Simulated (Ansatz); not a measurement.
# Elastic constants of MnS: input and output

The calculation used DFT PBEsol, scalar-relativistic, plane waves, PAW in Ansatz 0.2.0.

Launched with:
```bash
ansatz run input.yaml --threads 1 --pin off --max-ram 3072MiB --backend cpu --events-out ev --progress --plain --runs-dir out
```

Input (bare energies are in eV):
```yaml
crystal:
  lattice:
    - [0.0, 2.7294253091, 2.7294253091]
    - [2.7294253091, 0.0, 2.7294253091]
    - [2.7294253091, 2.7294253091, 0.0]
  atoms:
    - { symbol: Mn, position: [0.0, 0.0, 0.0], spin: 4.27 }
    - { symbol: S, position: [0.75, 0.75, 0.75] }
basis:
  ecutwfc: 420
kpoints:
  mp_grid: { grid: [14, 14, 14] }
hamiltonian:
  xc: pbesol
scf:
  occupations: { method: gaussian, width: 0.2 }
output:
  forces: true
  stress: true
  eigenvalues: true
  populations: true
magnetization:
  spin_polarized: true
elastic:
  mode: relaxed_ion
  amplitude: 0.005
```

From the output:
```
--- Elastic constants: 2 strain directions × 4 members + reference (group order 24) ---
  dense FFT box of the reference and of every strained cell: 27×27×27
  strains applied: 11, 23; error gains: componentwise 1.00 (the most a stress slope's error grows in a printed constant), spectral 1.73 (1 for all six strains in a standard setting)
  C = ∂σ_k/∂η_j (tension-positive GPa; Voigt order 11 22 33 23 13 12):
        40.596     21.138     21.138     -0.000     -0.000     -0.000
        21.138     40.596     21.138     -0.000     -0.000      0.000
        21.138     21.138     40.596     -0.000      0.000     -0.000
         0.000      0.000      0.000     22.157     -0.000     -0.000
        -0.000     -0.000      0.000      0.000     22.157     -0.000
         0.000     -0.000     -0.000      0.000     -0.000     22.157
  reference stress σ⁰ (GPa):      0.001      0.001      0.001     -0.000      0.000     -0.000
  C* (energy form; C + prestress term) asymmetry max|C*_kj − C*_jk| = 7.105e-15 GPa — a small one proves nothing (zero by symmetry where the batch's group is 432, −43m or m−3m); a large one is finite-difference/SCF noise where every solve ...
  moduli (Voigt/Reuss/Hill, GPa): K = 27.62/27.62/27.62   G = 17.19/14.66/15.93   E = 40.07   ν = 0.258
  mechanically stable: yes (min eigenvalue of sym C = 19.46 GPa)
  strain η (Voigt 11):  stress-route row diagonal C_11 = 40.60 GPa, energy-path curvature d²(F+E_count+ΔE)/dδ²/Ω₀ = 40.59 GPa
    cells at ±δ against ±2δ: C11 40.64 and 40.75 GPa, apart by 0.29 % of the column's largest entry
         δ    σ_11 (GPa) F (eV) n_scf n_hpsi n_pw
    -1.000e-2      -0.4027       -4754.3409725      12  178390    806   relax 0 steps, max|allowed force component| 3.47e-17 eV/Å
    -5.000e-3      -0.2015       -4754.3413538       7  136546    809   relax 0 steps, max|allowed force component| 4.16e-17 eV/Å
     5.000e-3       0.2049       -4754.3413514       7  134177    821   relax 0 steps, max|allowed force component| 4.51e-17 eV/Å
     1.000e-2       0.4124       -4754.3409596      10  160783    837   relax 0 steps, max|allowed force component| 4.51e-17 eV/Å
  strain η (Voigt 23):  stress-route row diagonal C_44 = 22.16 GPa, energy-path curvature d²(F+E_count+ΔE)/dδ²/Ω₀ = 22.15 GPa
    cells at ±δ against ±2δ: C44 22.16 and 22.16 GPa, apart by 0.02 % of the column's largest entry
         δ    σ_23 (GPa) F (eV) n_scf n_hpsi n_pw
    -1.000e-2      -0.2216       -4754.3412004       2  127769    814   relax 3 steps, max|allowed force component| 1.66e-5 eV/Å
    -5.000e-3      -0.1108       -4754.3414115       2  126947    814   relax 2 steps, max|allowed force component| 2.27e-6 eV/Å
     5.000e-3       0.1108       -4754.3414115       2  126929    814   relax 2 steps, max|allowed force component| 2.33e-10 eV/Å
     1.000e-2       0.2216       -4754.3412004       2  127807    814   relax 2 steps, max|allowed force component| 5.45e-6 eV/Å
--- Löwdin populations: 2 sites ---
  site symbol q [e]    m [muB]
     0     Mn     14.0412     4.2727
     1      S      6.7597     0.2325
  spilling = 0.009482 (of n_electrons = 21.000000)
```

Time: 11 min on 1 thread of Arm Neoverse V2, with other jobs on the host, peak memory 0.87 GiB.

In a metal, frequencies and elastic constants depend on the k mesh and the smearing, soft modes and shear constants most. A semilocal functional can close a gap that the real compound has.

The least eigenvalue is 19.5 GPa; in a metal on this mesh the verdict on stability isn't firm within about 20 GPa or a tenth of the bulk modulus.

This zinc-blende form isn't the usual stable structure of the compound.